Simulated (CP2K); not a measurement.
# Pd under changes of volume

One of the cells (15.547 Å³/atom); the others are scaled copies at fixed shape and fractional positions:

```
Pd
1.0
     2.72327    0.00000    0.00000
    -0.90776    2.56752    0.00000
    -0.90776   -1.28376    2.22354
Pd
1
Cartesian
  0.0000 0.0000 0.0000
```

This isn't the form of Pd at room conditions, which is fcc.

| Item | Value |
| --- | --- |
| Program | CP2K 2026.2 |
| Functional | PBEsol |
| Potentials or basis | POTENTIAL_UZH Pd GTH-PBE-q18; TZVP-MOLOPT-PBE-GTH basis |
| Density cutoff | 6803 eV |
| k mesh | 12 × 12 × 12 |
| Occupations | fermi-dirac, width 0.05 eV |
| Spin | no spin polarisation |

```tsv
volume (Å³/atom)	energy over the lowest point (meV/atom)	pressure (GPa)
14.614	1.15	2.9
14.925	0.00	-1.4
15.236	6.65	-5.2
15.547	20.11	-8.4
15.858	?	?
16.169	64.08	-13.8
16.480	93.13	-15.9
```

Task: What does the run at 15.858 Å³/atom give?

Result: Energy over the lowest point 39.51 meV/atom; pressure -11.3 GPa.

Worked out: A Birch-Murnaghan fit of order 3 (a polynomial in V^(-2/3)) to the other rows has its minimum at 14.81 Å³/atom with B0 = V·E''(V) = 201 GPa and B' = 5.5. It gives 39.51 meV/atom at 15.858 Å³/atom, against the run's 39.51, and -dE/dV = -11.4 GPa, against -11.3.

Energies are extrapolated to zero smearing.

Caveats: the potentials were made for another functional, which shifts forces and pressure; the basis of atomic orbitals isn't converged, which shifts pressures, moduli and gaps.
